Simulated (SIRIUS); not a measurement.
# ZrB2 (P6/mmm) in SIRIUS: notebook

One crystal, ZrB2, is run at these levels: PBEsol; tasks: equation of state.

Program: SIRIUS 7.12.0. These are calculated values, not measurements. Logs are shortened: lines on timing, memory, paths and dates and some standing lists are left out, and cuts for length are marked. The log counts tension as positive stress, the text compression.

### 1 Starting point

The structure is hexagonal, space group P6/mmm (No. 191). The conventional cell has a = 3.170 Å, b = 3.170 Å, c = 3.533 Å, α = 90.00°, β = 90.00°, γ = 120.00°. Zr (site symmetry 6/mmm) is surrounded by 12 B at 2.54 Å. B (site symmetry -6m2) has 3 B at 1.83 Å as nearest neighbours.

### 2 Equation of state, PBEsol, 9.63 Å³/atom (volume scaled by 0.94)

The input, sirius.json:

```json
{
  "control": {
    "processing_unit": "cpu",
    "std_evp_solver_name": "lapack",
    "gen_evp_solver_name": "lapack",
    "verbosity": 2,
    "print_forces": false,
    "ortho_rf": true,
    "use_second_variation": true,
    "rmt_max": 3.0,
    "num_bands_to_print": 24,
    "save_wf": true
  },
  "parameters": {
    "electronic_structure_method": "full_potential_lapwlo",
    "xc_functionals": ["XC_GGA_X_PBE_SOL", "XC_GGA_C_PBE_SOL"],
    "core_relativity": "dirac",
    "valence_relativity": "iora",
    "num_fv_states": 24,
    "smearing": "fermi_dirac",
    "smearing_width": 0.0018374661,
    "pw_cutoff": 20,
    "gk_cutoff": 3.92,
    "lmax_apw": 11,
    "lmax_rho": 8,
    "lmax_pot": 8,
    "num_mag_dims": 0,
    "auto_rmt": 0,
    "ngridk": [10, 10, 8],
    "shiftk": [0, 0, 0],
    "num_dft_iter": 80,
    "energy_tol": 1e-07,
    "density_tol": 1e-05,
    "use_symmetry": true
  },
  "settings": {"tol_ne": 1e-10},
  "iterative_solver": {"type": "exact"},
  "mixer": {"type": "anderson", "beta": 0.5, "max_history": 8},
  "unit_cell": {
    "lattice_vectors": [[5.8681437912, 0.0, 0.0], [-2.9340718956, 5.0819615962, 0.0], [0.0, 0.0, 6.5401110456]],
    "atom_types": ["B", "Zr"],
    "atom_files": {"B": "B.json", "Zr": "Zr.json"},
    "atoms": {"B": [[0.6666666667, 0.3333333333, 0.5], [0.3333333333, 0.6666666667, 0.5]], "Zr": [[0.0, 0.0, 0.0]]}
  }
}
```

The input, B.json:

```json
{
  "name": "boron",
  "symbol": "B",
  "number": 5,
  "mass": 10.811,
  "rmin": 1e-06,
  "rmt": 1.66,
  "nrmt": 800,
  "rinf": 17.81,
  "core": "1s",
  "valence": [
    {"basis": [{"enu": 0.27, "dme": 0, "n": 0, "auto": 0}, {"enu": 0.27, "dme": 1, "n": 0, "auto": 0}]},
    {"l": 0, "n": 1, "basis": [{"enu": 0.3159, "dme": 0, "n": 0, "auto": 0}]},
    {"l": 1, "n": 2, "basis": [{"enu": 0.37, "dme": 0, "n": 0, "auto": 0}]},
    {"l": 2, "n": 3, "basis": [{"enu": 0.37, "dme": 0, "n": 0, "auto": 0}]},
    {"l": 3, "n": 4, "basis": [{"enu": 0.37, "dme": 0, "n": 0, "auto": 0}]}
  ],
  "lo": [
    {
      "l": 0,
      "basis": [{"enu": 0.3159, "dme": 0, "n": 0, "auto": 0}, {"enu": 0.3159, "dme": 1, "n": 0, "auto": 0}]
    },
    {
      "l": 0,
      "basis": [{"enu": 0.3159, "dme": 1, "n": 0, "auto": 0}, {"enu": 0.3159, "dme": 2, "n": 0, "auto": 0}]
    },
    {
      "l": 0,
      "basis": [{"enu": 0.3159, "dme": 0, "n": 0, "auto": 0}, {"enu": 4.6707, "dme": 0, "n": 0, "auto": 0}]
    },
    {"l": 1, "basis": [{"enu": 0.37, "dme": 0, "n": 0, "auto": 0}, {"enu": 0.37, "dme": 1, "n": 0, "auto": 0}]},
    {"l": 1, "basis": [{"enu": 0.37, "dme": 1, "n": 0, "auto": 0}, {"enu": 0.37, "dme": 2, "n": 0, "auto": 0}]},
    {"l": 1, "basis": [{"enu": 0.37, "dme": 0, "n": 0, "auto": 0}, {"enu": 5.378, "dme": 0, "n": 0, "auto": 0}]},
    {"l": 2, "basis": [{"enu": 0.37, "dme": 0, "n": 0, "auto": 0}, {"enu": 0.37, "dme": 1, "n": 0, "auto": 0}]},
    {"l": 2, "basis": [{"enu": 0.37, "dme": 1, "n": 0, "auto": 0}, {"enu": 0.37, "dme": 2, "n": 0, "auto": 0}]},
    {"l": 2, "basis": [{"enu": 0.37, "dme": 0, "n": 0, "auto": 0}, {"enu": 6.0312, "dme": 0, "n": 0, "auto": 0}]},
    {"l": 3, "basis": [{"enu": 0.37, "dme": 0, "n": 0, "auto": 0}, {"enu": 0.37, "dme": 1, "n": 0, "auto": 0}]}
  ],
  "free_atom": [... radial grid and density of the free atom, the start of the SCF ...]
}
```

The input, Zr.json:

```json
{
  "name": "zirconium",
  "symbol": "Zr",
  "number": 40,
  "mass": 91.224,
  "rmin": 1e-06,
  "rmt": 2.43,
  "nrmt": 800,
  "rinf": 17.42,
  "core": "1s2s2p3s3p",
  "valence": [
    {"basis": [{"enu": 0.27, "dme": 0, "n": 0, "auto": 0}, {"enu": 0.27, "dme": 1, "n": 0, "auto": 0}]},
    {"l": 0, "n": 1, "basis": [{"enu": 0.37, "dme": 0, "n": 0, "auto": 0}]},
    {"l": 1, "n": 2, "basis": [{"enu": 0.37, "dme": 0, "n": 0, "auto": 0}]},
    {"l": 2, "n": 3, "basis": [{"enu": 0.37, "dme": 0, "n": 0, "auto": 0}]},
    {"l": 3, "n": 4, "basis": [{"enu": 0.37, "dme": 0, "n": 0, "auto": 0}]}
  ],
  "lo": [
    {"l": 0, "basis": [{"enu": 0.37, "dme": 0, "n": 0, "auto": 0}, {"enu": 0.37, "dme": 1, "n": 0, "auto": 0}]},
    {
      "l": 0,
      "basis": [{"enu": -1.4912, "dme": 0, "n": 4, "auto": 1}, {"enu": -1.4912, "dme": 1, "n": 4, "auto": 1}]
    },
    {
      "l": 0,
      "basis": [{"enu": -1.4912, "dme": 1, "n": 4, "auto": 1}, {"enu": 0.37, "dme": 0, "n": 0, "auto": 0}]
    },
    {"l": 0, "basis": [{"enu": 0.37, "dme": 0, "n": 0, "auto": 0}, {"enu": 3.0796, "dme": 0, "n": 0, "auto": 0}]},
    {"l": 1, "basis": [{"enu": 0.37, "dme": 0, "n": 0, "auto": 0}, {"enu": 0.37, "dme": 1, "n": 0, "auto": 0}]},
    {
      "l": 1,
      "basis": [{"enu": -0.6859, "dme": 0, "n": 4, "auto": 1}, {"enu": -0.6859, "dme": 1, "n": 4, "auto": 1}]
    },
    {
      "l": 1,
      "basis": [{"enu": -0.6859, "dme": 1, "n": 4, "auto": 1}, {"enu": 0.37, "dme": 0, "n": 0, "auto": 0}]
    },
    {"l": 1, "basis": [{"enu": 0.37, "dme": 0, "n": 0, "auto": 0}, {"enu": 3.4861, "dme": 0, "n": 0, "auto": 0}]},
    {"l": 2, "basis": [{"enu": 0.37, "dme": 0, "n": 0, "auto": 0}, {"enu": 0.37, "dme": 1, "n": 0, "auto": 0}]},
    {"l": 2, "basis": [{"enu": 0.37, "dme": 1, "n": 0, "auto": 0}, {"enu": 0.37, "dme": 2, "n": 0, "auto": 0}]},
    {
      "l": 2,
      "basis": [{"enu": -5.9226, "dme": 0, "n": 3, "auto": 1}, {"enu": -5.9226, "dme": 1, "n": 3, "auto": 1}]
    },
    {"l": 2, "basis": [{"enu": 0.37, "dme": 0, "n": 0, "auto": 0}, {"enu": 3.0119, "dme": 0, "n": 0, "auto": 0}]},
    {"l": 3, "basis": [{"enu": 0.37, "dme": 0, "n": 0, "auto": 0}, {"enu": 0.37, "dme": 1, "n": 0, "auto": 0}]},
    {"l": 3, "basis": [{"enu": 0.37, "dme": 0, "n": 0, "auto": 0}, {"enu": 3.3167, "dme": 0, "n": 0, "auto": 0}]}
  ],
  "free_atom": [... radial grid and density of the free atom, the start of the SCF ...]
}
```

The input, sirius_start.json:

```json
{
  "control": {
    "processing_unit": "cpu",
    "std_evp_solver_name": "lapack",
    "gen_evp_solver_name": "lapack",
    "verbosity": 1,
    "print_forces": false,
    "ortho_rf": true,
    "use_second_variation": true,
    "rmt_max": 3.0,
    "num_bands_to_print": 24,
    "save_wf": false
  },
  "parameters": {
    "electronic_structure_method": "full_potential_lapwlo",
    "xc_functionals": ["XC_LDA_X", "XC_LDA_C_PW"],
    "core_relativity": "dirac",
    "valence_relativity": "iora",
    "num_fv_states": 24,
    "smearing": "fermi_dirac",
    "smearing_width": 0.0055123983,
    "pw_cutoff": 20,
    "gk_cutoff": 3.13,
    "lmax_apw": 11,
    "lmax_rho": 8,
    "lmax_pot": 8,
    "num_mag_dims": 0,
    "auto_rmt": 0,
    "ngridk": [4, 4, 3],
    "shiftk": [0, 0, 0],
    "num_dft_iter": 30,
    "energy_tol": 0.01,
    "density_tol": 0.05,
    "use_symmetry": true
  },
  "settings": {"tol_ne": 1e-10},
  "iterative_solver": {"type": "exact"},
  "mixer": {"type": "anderson", "beta": 0.5, "max_history": 8},
  "unit_cell": {
    "lattice_vectors": [[5.8681437912, 0.0, 0.0], [-2.9340718956, 5.0819615962, 0.0], [0.0, 0.0, 6.5401110456]],
    "atom_types": ["B", "Zr"],
    "atom_files": {"B": "B.json", "Zr": "Zr.json"},
    "atoms": {"B": [[0.6666666667, 0.3333333333, 0.5], [0.3333333333, 0.6666666667, 0.5]], "Zr": [[0.0, 0.0, 0.0]]}
  }
}
```

Potentials or basis: all-electron FP-LAPW, apw+lo standard.

The run is started by

```bash
> OMP_NUM_THREADS=1 sirius.scf --input=sirius_start.json --output=start.json
> OMP_NUM_THREADS=1 sirius.scf --input=sirius.json --output=output.json --task=1
```

The program printed:

```text
[info] SIRIUS version : 7.12.0
[info] number of MPI ranks           : 1
[info] MPI grid                      : 1 1
[info] maximum number of OMP threads : 1
[fft] FFT context for density and potential
[fft] =====================================
[fft]   plane wave cutoff                     : 20
[fft]   grid size                             : 40 40 45   total : 72000
[fft]   grid limits                           : -19 20   -19 20   -22 22
[fft]   number of G-vectors within the cutoff : 26387
[fft]   number of G-shells                    : 1363
[fft] FFT context for coarse grid
[fft] =====================================
[fft]   plane wave cutoff                     : 7.84
[fft]   grid size                             : 18 18 20   total : 6480
[fft]   grid limits                           : -8 9   -8 9   -9 10
[fft]   number of G-vectors within the cutoff : 1583
[fft]   number of G-shells                    : 111
[unit cell] lattice vectors
[unit cell]   a1 :       5.8681437912      0.0000000000      0.0000000000
[unit cell]   a2 :      -2.9340718956      5.0819615962      0.0000000000
[unit cell]   a3 :       0.0000000000      0.0000000000      6.5401110456
[unit cell] reciprocal lattice vectors
[unit cell]   b1 :       1.0707279049      0.6181850441     -0.0000000000
[unit cell]   b2 :       0.0000000000      1.2363700883      0.0000000000
[unit cell]   b3 :       0.0000000000     -0.0000000000      0.9607153859
[unit cell] unit cell volume :       195.03710784 [a.u.^3]
[unit cell] 1/sqrt(omega)    :         0.07160467
[unit cell] MT volume        :        98.42609365 (50.47%)
[unit cell] IT volume        :        96.61101419 (49.53%)
[unit cell] number of atom types : 2
[unit cell] type id : 0 symbol :  B mt_radius :   1.660000 num_atoms : 2
[unit cell] type id : 1 symbol : Zr mt_radius :   2.430000 num_atoms : 1
[unit cell] total number of atoms : 3
[unit cell] number of symmetry classes : 2
[unit cell] atom id  type id  class id             position                      vector_field
[unit cell] ------------------------------------------------------------------------------------------
[... 390 lines left out ...]
[diagonalize] ...
[diagonalize] ik:   65   -5.720009   -5.719834   -5.719834   -5.719395   -5.719395   -1.313339   -0.534530   -0.527144   -0.507051    0.082361    0.190231    0.276863    0.303835    0.379992    0.603418    0.629653    0.663673    0.707949    0.717953    0.771106    0.831213    0.902920    0.959762    1.013141
[diagonalize] ik:   66   -5.720009   -5.719834   -5.719834   -5.719395   -5.719395   -1.314484   -0.529583   -0.525090   -0.506995    0.076061    0.220968    0.289814    0.299782    0.363691    0.573138    0.621105    0.622051    0.659267    0.784539    0.785590    0.805437    0.860080    0.992377    0.997044
[diagonalize] ik:   67   -5.720009   -5.719834   -5.719834   -5.719395   -5.719395   -1.313342   -0.530063   -0.527159   -0.512036    0.087522    0.180282    0.277135    0.326924    0.360040    0.599109    0.652792    0.663713    0.702572    0.752172    0.765642    0.790812    0.826232    0.979973    1.012354
[diagonalize] ik:   68   -5.720009   -5.719834   -5.719834   -5.719395   -5.719395   -1.312903   -0.531783   -0.526223   -0.514108    0.095558    0.161647    0.272999    0.327855    0.372001    0.611588    0.671134    0.685146    0.707096    0.740698    0.747736    0.760604    0.863959    0.955760    0.995069
[diagonalize] ik:   69   -5.720009   -5.719834   -5.719834   -5.719395   -5.719395   -1.312737   -0.527740   -0.525874   -0.519885    0.107517    0.143227    0.271895    0.351601    0.356418    0.614624    0.686223    0.696915    0.706788    0.730806    0.734918    0.801998    0.802705    0.919425    1.021431
[generate_core_charge_density] atom class : 0
[generate_core_charge_density]   n,l,k : 1 0 1  energy :          -5.87011252
[generate_core_charge_density] atom class : 1
[generate_core_charge_density]   n,l,k : 1 0 1  energy :        -653.66602480
[generate_core_charge_density]   n,l,k : 2 0 1  energy :         -89.96460438
[generate_core_charge_density]   n,l,k : 2 1 1  energy :         -82.31209218
[generate_core_charge_density]   n,l,k : 2 1 2  energy :         -79.15980518
[generate_core_charge_density]   n,l,k : 3 0 1  energy :         -14.15154059
[generate_core_charge_density]   n,l,k : 3 1 1  energy :         -11.30330608
[generate_core_charge_density]   n,l,k : 3 1 2  energy :         -10.80115633
[find] Total energy                   :   -3646.76187351 (Ha),   -7293.52374702 (Ry)
[find] iteration : 1, RMS (target) : 7.7973e-02 (1.0000e-05) , energy difference (target) : 1.6657e-05 (1.0000e-07)
[... 20 lines left out ...]
[find] valence_eval_sum               :     -60.14708773
[find] core_eval_sum                  :   -2085.92703695
[find] kinetic energy                 :    3765.78014551
[find] enuc                           :   -4415.22982226
[find] <rho|V^{XC}>                   :    -157.94340629
[find] <rho|E^{XC}>                   :    -120.35677295
[find] <mag|B^{XC}>                   :       0.00000000
[find] <rho|V^{H}>                    :   -5753.91086381
[find] smearing (-TS)                 :      -0.00009755
[find] SCF correction                 :      -0.00000193
[find] Total energy                   :   -3646.76188353 (Ha),   -7293.52376706 (Ry)
[find] Free energy (E-TS)             :   -3646.76198108 (Ha),   -7293.52396216 (Ry)
[find] band gap (eV)                  :       0.00000000
[find] Efermi                         :       0.45809699
[find] iteration : 6, RMS (target) : 3.3940e-06 (1.0000e-05) , energy difference (target) : 1.2102e-08 (1.0000e-07)
[find] converged after 7 SCF iterations!
Warning in function "check_num_electrons" at src/density/density.cpp:1179
wrong number of electrons
  obtained value : 49.9996
  target value : 50
  difference : 0.000383739
  total core leakage : 0.000382363
    atom class : 0, core leakage : 0.000191122
    atom class : 1, core leakage : 1.1922e-07
[find] Charges and magnetic moments
[find] --------------------------------------------------------------------------------
[find] atom      charge    core leakage
[find] --------------------------------------------------------------------------------
[find]    0    3.759136    1.911219e-04
[find]    1    3.759136    1.911219e-04
[find]    2   37.842136    1.192200e-07
[find] total core leakage    : 3.82362993e-04
[find] interstitial charge   : 4.639208
[find] total charge          : 49.999616
[find] Energy
[find] --------------------------------------------------------------------------------
[find] valence_eval_sum               :     -60.14708773
[find] core_eval_sum                  :   -2085.92703695
[find] kinetic energy                 :    3765.78014551
[find] enuc                           :   -4415.22982226
[find] <rho|V^{XC}>                   :    -157.94340629
[find] <rho|E^{XC}>                   :    -120.35677295
[find] <mag|B^{XC}>                   :       0.00000000
[find] <rho|V^{H}>                    :   -5753.91086381
[find] smearing (-TS)                 :      -0.00009755
[find] SCF correction                 :      -0.00000193
[find] Total energy                   :   -3646.76188353 (Ha),   -7293.52376706 (Ry)
[find] Free energy (E-TS)             :   -3646.76198108 (Ha),   -7293.52396216 (Ry)
[find] band gap (eV)                  :       0.00000000
[find] Efermi                         :       0.45809699
```

It took 68 s on 1 thread of Arm Neoverse V2, shared host; peak memory 0.59 GiB.

What came out:

```yaml
Free_energy: -99233.4488 eV
Band_gap_on_the_k_mesh: none (metal or under the smearing width)
All_electrons_inside_the_program's_atomic_spheres: Zr 37.84; B 3.76 (radii B 1.66, Zr 2.43 bohr)
```

[end of part 1 of 4]
